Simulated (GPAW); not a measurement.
A self-consistent single point of CsBr (Pm-3m, 2 atoms in the cell) with GPAW

Level of theory: PBE, GPAW PAW datasets PBE (gpaw-data 1.0.1) (plane waves; GPAW 25.7.0).

This input was run:

```python
from ase import Atoms
from ase.units import GPa
from gpaw import GPAW

atoms = Atoms(['Cs', 'Br'],
              cell=[[4.338164, 0.000000, 0.000000],
                    [0.000000, 4.338164, 0.000000],
                    [0.000000, 0.000000, 4.338164]],
              positions=[[0.000000, 0.000000, 0.000000],
                         [2.169082, 2.169082, 2.169082]],
              pbc=True)

calc = GPAW(mode={'name': 'pw', 'ecut': 550},
            xc='PBE',
            kpts={'size': (6, 6, 6), 'gamma': True},
            occupations={'name': 'fixed-uniform'},
            nbands=-6,
            convergence={'forces': 0.001, 'bands': -4},
            symmetry={'symmorphic': False, 'tolerance': 0.0005},
            maxiter=120,
            txt='-')

atoms.calc = calc

energy = atoms.get_potential_energy()
print('Energy (eV):', round(energy, 6))
forces = atoms.get_forces()
print('Forces (eV/Ang):')
print(forces.round(5))
stress = atoms.get_stress()
print('Stress (GPa, Voigt):', (stress / GPa).round(4))
```

Output (repeated stretches shortened):

```
Input parameters:
  convergence: {bands: -4,
                forces: 0.001}
  kpts: {gamma: True,
         size: (6, 6, 6)}
  maxiter: 120
  mode: {ecut: 550,
         name: pw}
  nbands: -6
  occupations: {name: fixed-uniform}
  symmetry: {symmorphic: False,
             tolerance: 0.0005}
  xc: PBE

species:
  Cs:
    name: Caesium
    Z: 55.0
    valence: 9
    core: 46
    charge: 0.0
    file: Cs.PBE.gz

    # Using partial waves for Cs as LCAO basis

  Br:
    name: Bromine
    Z: 35.0
    valence: 7
    core: 28
    charge: 0.0
    file: Br.PBE.gz

    # Using partial waves for Br as LCAO basis

Reference energy: -282702.324215  # eV

Spin-paired calculation

Convergence criteria:
 Maximum [total energy] change in last 3 cyles: 0.0005 eV / valence electron
 Maximum integral of absolute [dens]ity change: 0.0001 electrons / valence electron
 Maximum integral of absolute [eigenst]ate change: 4e-08 eV^2 / valence electron
 Maximum change in the atomic [forces] across last 2 cycles: 0.001 eV/Ang OR
Maximum error relative to the maximum force is below inf
 Maximum number of scf [iter]ations: 120

Symmetries present (total): 48
Symmetries with fractional translations: 0
216 k-points: 6 x 6 x 6 Monkhorst-Pack grid + [1/12,1/12,1/12]
20 k-points in the irreducible part of the Brillouin zone
       k-points in crystal coordinates                weights
   0:     0.00000000    0.00000000    0.00000000          1/216
   1:     0.16666667    0.00000000    0.00000000          6/216
   2:     0.16666667    0.16666667    0.00000000         12/216
   [... 7 lines left out ...]
          ...
  19:     0.50000000    0.50000000    0.50000000          1/216

Wave functions: Plane wave expansion
  Cutoff energy: 550.000 eV
  Number of coefficients (min, max): 2373, 2440
  Pulay-stress correction: 0.000000 eV/Ang^3 (de/decut=0.000000)

Occupation numbers: # Uniform distribution of occupation numbers

Eigensolver

Densities:
  Coarse grid: 24*24*24 grid
  Fine grid: 48*48*48 grid
  Total Charge: 0.000000

Density mixing:
  Method: separate
  Backend: pulay
  Linear mixing parameter: 0.05
  old densities: 5
  Damping of long wavelength oscillations: 50

Hamiltonian:
  XC and Coulomb potentials evaluated on a 48*48*48 grid
  External potential:
    NoExternalPotential

XC parameters: PBE with 2 nearest neighbor stencil

Number of atoms: 2
Number of atomic orbitals: 9
Number of bands in calculation: 14
Number of valence electrons: 16
Bands to converge: 10

Density initialized from atomic densities
  9 bands from LCAO basis set
  5 bands from random numbers

Atomic positions and initial magnetic moments

Positions:
   0 Cs     0.000000    0.000000    0.000000    ( 0.0000,  0.0000,  0.0000)
   1 Br     2.169082    2.169082    2.169082    ( 0.0000,  0.0000,  0.0000)

Unit cell:
           periodic     x           y           z      points  spacing
  1. axis:    yes    4.338164    0.000000    0.000000    24     0.1808
  2. axis:    yes    0.000000    4.338164    0.000000    24     0.1808
  3. axis:    yes    0.000000    0.000000    4.338164    24     0.1808

  Lengths:   4.338164   4.338164   4.338164
  Angles:   90.000000  90.000000  90.000000

Effective grid spacing dv^(1/3) = 0.1808

     iter     time        total  log10-change:
                         energy   eigst   dens  force
iter:   1 --:--:--    -6.343318   +0.84
iter:   2 --:--:--    -6.277831   -0.20  -1.22
iter:   3 --:--:--    -5.987973   -0.84  -1.25
iter:   4 --:--:--    -5.996653   -2.13  -1.59
iter:   5 --:--:--    -5.980556   -1.57  -1.60
iter:   6 --:--:--    -5.979187   -2.82  -2.19
iter:   7 --:--:--    -5.979985c  -3.62  -2.29
iter:   8 --:--:--    -5.979648c  -4.41  -2.66
iter:   9 --:--:--    -5.979546c  -5.09  -2.89
iter:  10 --:--:--    -5.979563c  -5.23  -2.88
iter:  11 --:--:--    -5.979565c  -5.78  -3.39
iter:  12 --:--:--    -5.979565c  -7.04  -4.37c
iter:  13 --:--:--    -5.979565c  -7.87c -4.35c
iter:  14 --:--:--    -5.979565c  -7.91c -4.32c -23.29c

Converged after 14 iterations.

Dipole moment: (0.000000, -0.000000, -0.000000) |e|*Ang

Energy contributions relative to reference atoms: (reference = -282702.324215)

Kinetic:         +7.784943
Potential:       -7.181283
External:        +0.000000
XC:              -6.534629
Entropy (-ST):   +0.000000
Local:           -0.048595
SIC:             +0.000000
--------------------------
Free energy:     -5.979565
Extrapolated:    -5.979565

Showing only first 2 kpts
 Kpt  Band  Eigenvalues  Occupancy
  0     6      1.99272    2.00000
  0     7      1.99272    2.00000
  0     8      6.39097    0.00000
  0     9      6.95442    0.00000

  1     6      1.94893    2.00000
  1     7      1.94893    2.00000
  1     8      7.01799    0.00000
  1     9      7.12585    0.00000

Fermi level: 4.19796

Gap: 4.386 eV
Transition (v -> c):
  (s=0, k=16, n=7, [0.50, 0.50, 0.00]) -> (s=0, k=0, n=8, [0.00, 0.00, 0.00])
Direct/indirect transitions are different
Direct gap: 4.398 eV
Transition at: (s=0, k=0, n=7, [0.00, 0.00, 0.00])
Energy (eV): -5.979565

Forces in eV/Ang:
  0 Cs    0.00000    0.00000    0.00000
  1 Br   -0.00000    0.00000    0.00000

Stress tensor:
    -0.003215     0.000000     0.000000
     0.000000    -0.003215     0.000000
     0.000000     0.000000    -0.003215
Stress (GPa, Voigt): [-0.5151 -0.5151 -0.5151  0.      0.      0.    ]
```

The run converged in 14 iterations. GPAW prints stress with tension positive.

The starting cell comes from a database of computed structures (which also holds hypothetical and non-ambient phases and stackings), without a prior relaxation at this level. Its lattice was rescaled by a random factor within 2.5 % of one.
